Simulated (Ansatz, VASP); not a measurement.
AlN in VASP and in Ansatz

File INCAR:

```
SYSTEM = AlN
PREC = Accurate ; ENCUT = 520
EDIFF = 1E-7 ; ISMEAR = 0
SIGMA = 0.05 ; LREAL = .FALSE.
LASPH = .TRUE. ; NELM = 80
ALGO = Normal ; ISIF = 2
LWAVE = .FALSE. ; LCHARG = .FALSE.
GGA = PE ; NBANDS = 11
```

Contents of KPOINTS:

```
regular mesh
0
G
  10 10 10
  0 0 0
```

File POSCAR:

```
AlN
1.0
    0.0399703584      1.9993016539      1.9993016539
    1.9993016539      0.0399703584      1.9993016539
    1.9993016539      1.9993016539      0.0399703584
Al N
1 1
Direct
    0.5000000000      0.5000000000      0.5000000000
    0.0000000000      0.0000000000      0.0000000000
```

Input for Ansatz:

```yaml
crystal:
  lattice:
    - [0.0399703584, 1.9993016539, 1.9993016539]
    - [1.9993016539, 0.0399703584, 1.9993016539]
    - [1.9993016539, 1.9993016539, 0.0399703584]
  atoms:
    - { symbol: Al, position: [0.5, 0.5, 0.5] }
    - { symbol: "N", position: [0.0, 0.0, 0.0] }
basis:
  ecutwfc: 520.0
kpoints:
  mp_grid: { grid: [10, 10, 10] }
hamiltonian:
  xc: pbe
  pseudopotentials: { kind: paw, azcp: { folder: soft_1 } }
scf:
  occupations: { method: gaussian, width: 0.05 }
output:
  forces: true
  stress: true
  eigenvalues: true
```

Alike in both runs: task single point; functional PBE; k mesh 10 × 10 × 10; occupations gaussian, width 0.05 eV; no spin polarisation.

|  | VASP | Ansatz |
| --- | --- | --- |
| version | VASP 6.6.1 | Ansatz 0.2.0 |
| potentials or method | VASP PAW PBE potentials, release 64 (Al, N) | scalar-relativistic, plane waves, PAW |
| plane-wave cutoff (eV) | 520 | 520 |
| valence electrons in the cell | 8 | 8 |

```csv
,VASP,Ansatz,Ansatz less VASP
gap on the k mesh at the Fermi level (eV),4.72,4.72,0.000
least direct gap on the mesh (eV),6.41,6.39,-0.016
pressure (GPa),24.7,24.8,+0.10
largest component of the traceless stress (GPa),7.12,7.12,-0.004
```

Caveats: so large a pressure means that the cell lies far from this level's equilibrium, or that cutoff or potentials fall short (VASP). A k mesh can miss the band edges.
